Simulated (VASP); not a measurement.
Crystal: NiO.

```xyz
2
Lattice="0.0000 2.0859 2.0859 2.0859 0.0000 2.0859 2.0859 2.0859 0.0000" Properties=species:S:1:pos:R:3 pbc="T T T"
Ni    0.0000    0.0000    0.0000
O     2.0859    2.0859    2.0859
```

Base run:

```yaml
Program: VASP 6.6.1
Functional: PBE
Potentials_or_basis: VASP PAW PBE potentials, release 64 (Ni, O)
Cutoff: 520 eV
k_mesh: 11 × 11 × 11
Occupations: fermi-dirac, width 0.05 eV
Spin: collinear spin, ferromagnetic start
Starting_moments: "[1.0, 0.0] μB"
```

Its results: pressure 5.1 GPa; net moment 1.67 μB per cell; site moments Ni +1.38; O +0.25 μB.

Problem. After a change of settings the same cell gave: pressure -7.6 GPa; net moment 1.34 μB per cell; site moments Ni +1.12; O +0.19 μB. Which change was it?
A. functional from PBE to LAK
B. functional from PBE to PBEsol
C. functional from PBE to RPBE; further incar settings from ALGO = Normal; EDIFF = 1e-06; NBANDS = 19 to ALGO = Normal; EDIFF = 1e-06
D. occupations from fermi-dirac, width 0.05 eV to gaussian, width 0.012 eV; further incar settings from ALGO = Normal; EDIFF = 1e-06; NBANDS = 19 to ALGO = Fast; EDIFF = 1e-07; NBANDS = 19

Solution. B.

PBEsol binds more tightly than PBE, so the same cell stands under less pressure.

Caveats: a cell with one magnetic atom can't hold antiferromagnetic order, which such compounds often take; the PAW data sets were made with another functional, which shifts forces and pressure a little (some runs).
